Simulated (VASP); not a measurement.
Write the native input for VASP 6.6.1 that does the following.

```
Task                   : relaxation of the atoms
Functional             : PBEsol
Potentials or basis    : VASP PAW PBE potentials, release 64 (Pb_d)
Cutoff                 : 520 eV
k mesh                 : 12 × 12 × 1
Occupations            : methfessel-paxton, width 0.1 eV
Spin                   : no spin polarisation
Dipole correction      : yes
Further INCAR settings : ALGO = Normal; EDIFF = 1e-06; IBRION = 2; EDIFFG = -0.02; NSW = 80
```

The structure of Pb lies in POSCAR:

```
Pb
1.0
    3.4891052700      0.0000000000      0.0000000000
   -1.7445526400      3.0216538000      0.0000000000
    0.0000000000      0.0000000000     26.3953701100
Pb
5
Direct
    0.6666666700      0.3333333300      0.2841407400
    0.3333333300      0.6666666700      0.3920703700
    0.0000000000      0.0000000000      0.5000000000
    0.6666666700      0.3333333300      0.6079296300
    0.3333333300      0.6666666700      0.7158592600
```

The slab is cut from a database's or a generator's crystal, which needn't be the stable form of the element.

These files were run (other wordings do the same):

INCAR

```
ALGO = Normal ; DIPOL = 0.5 0.5 0.500
EDIFF = 1E-6 ; EDIFFG = -0.02
ENCUT = 520 ; GGA = PS
IBRION = 2 ; IDIPOL = 3
ISIF = 2 ; ISMEAR = 1
KPAR = 2 ; LASPH = True
LCHARG = False ; LDIPOL = True
LREAL = False ; LWAVE = False
NELM = 80 ; NSW = 80
PREC = Accurate ; SIGMA = 0.1
```

KPOINTS

```
k-points
0
Gamma
  12 12 1
```

Potentials or basis: VASP PAW PBE potentials, release 64 (Pb_d).

The run is started by

```console
$ cat potpaw_PBE.64/Pb_d/POTCAR > POTCAR
$ mpirun -np 2 vasp_std > vasp.out
```

Results of the run:

```
Energy gained by relaxing : 8.7 meV/atom
Ionic steps               : 14
Band gap on the k mesh    : none (metal or under the smearing width)
```

Run time: 12 min on 2 MPI ranks on AMD EPYC 9R45 96-Core Processor (Zen 5), on a shared host, peak memory 0.48 GiB a rank.
